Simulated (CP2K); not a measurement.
Runs of CP2K 2026.2 on CuO. Symmetry: P6_3mc, No. 186, hexagonal system. Conventional cell: a = 3.288 Å, b = 3.288 Å, c = 5.385 Å, α = 90.00°, β = 90.00°, γ = 120.00°. Cu (site symmetry 3m) has 4 O at 2.01 to 2.02 Å as nearest neighbours. Around O (site symmetry 3m) lie 4 Cu at 2.01 to 2.02 Å. Measurements of this composition are mostly on another form, of space group No. 15.

| level | potentials or basis | smearing | EPS_DEFAULT | NGRIDS | points a segment of the path (NPOINTS) | bands added on the path | CUTOFF of the grids | gap on the mesh (eV) | pressure (GPa) | largest force (eV/Å) |
| --- | --- | --- | --- | --- | --- | --- | --- | --- | --- | --- |
| LDA | GTH_POTENTIALS Cu GTH-PADE-q11, O GTH-PADE-q6; TZVP-MOLOPT-PBE-GTH basis | fermi-dirac 0.01 eV | 1.0E-9 | 4 | 8 | 4 | 600 Ry | none | -18.4 | 0.05 |
| r2SCAN | POTENTIAL_UZH Cu GTH-SCAN-q11, O GTH-SCAN-q6; TZVP-MOLOPT-SCAN-GTH basis | fermi-dirac 0.05 eV | 1.0E-10 | 4 | 10 | 2 | 850 Ry | none | (b) | 0.07 |
| PBEsol | POTENTIAL_UZH Cu GTH-PBE-q11, O GTH-PBE-q6; TZVP-MOLOPT-PBE-GTH basis | fermi-dirac 0.05 eV | 1.0E-9 | 5 | 8 | 4 | 850 Ry | none | (a) | 0.08 |
| optB88-vdW | POTENTIAL_UZH Cu GTH-PBE-q11, O GTH-PBE-q6; TZVP-MOLOPT-PBE-GTH basis | fermi-dirac 0.05 eV | 1.0E-9 | 5 | 8 | 4 | 850 Ry | none | -8.0 | - |
| LDA | POTENTIAL_UZH Cu GTH-PBE-q11, O GTH-PBE-q6; TZVP-MOLOPT-PBE-GTH basis | fermi-dirac 0.05 eV | 1.0E-9 | 5 | 8 | 4 | 850 Ry | none | -16.9 | 0.08 |

Alike in all rows: task band structure; no spin polarisation; cell as given; k mesh 9 × 9 × 5.

Problem. Estimate the missing entries.

Solution. (a) -13.2; (b) -13.5.

Caveats: the basis of atomic orbitals isn't converged, which shifts pressures, moduli and gaps; the run has no spin polarisation, though such a crystal can be magnetic; semilocal functionals often make such compounds metallic where correlation or magnetic order opens a gap, which also shifts bond lengths; the potentials were made for another functional, which shifts forces and pressure (some runs); so large a pressure means that the cell lies far from this level's equilibrium, or that cutoff or potentials fall short (some runs); the forces don't sum to zero, a sign of grid noise (some runs).

A gap of «none» marks a metal or a gap under the smearing width.

Runs at the PBE level aren't shown here.
